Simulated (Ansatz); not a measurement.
NiO:

```
Ni O
1.0
     0.00000    2.08590    2.08590
     2.08590    0.00000    2.08590
     2.08590    2.08590    0.00000
Ni O
1 1
Direct
  0.00000 0.00000 0.00000
  0.50000 0.50000 0.50000
```

Base run:

```yaml
Program: Ansatz 0.2.0
Functional: revPBE
Potentials_or_basis: Ansatz PAW
Cutoff: "420 eV (not typed: the program's choice for these potentials)"
k_mesh: 11 × 11 × 11
Occupations: fermi-dirac, width 0.05 eV
Spin: collinear spin, ferromagnetic start
Starting_moments: "[1.0, 0.0] μB"
```

Its results: band gap on the k mesh none (metal or under the smearing width); pressure 11.2 GPa; net moment 1.80 μB per cell; site moments Ni +1.46; O +0.29 μB.

The run is repeated on the same cell with these changes: functional from revPBE to PBE. What comes out?

Band gap on the k mesh none (metal or under the smearing width); pressure 5.7 GPa; net moment 1.73 μB per cell; site moments Ni +1.40; O +0.27 μB.

PBE binds more tightly than revPBE, so the same cell stands under less pressure.

Caveats: a cell with one magnetic atom can't hold antiferromagnetic order, which such compounds often take; semilocal functionals often make such compounds metallic where correlation or magnetic order opens a gap, which also shifts bond lengths; the PAW data sets come from PBE, with cores solved anew for the run's functional, which leaves a small shift of forces and pressure (some runs).
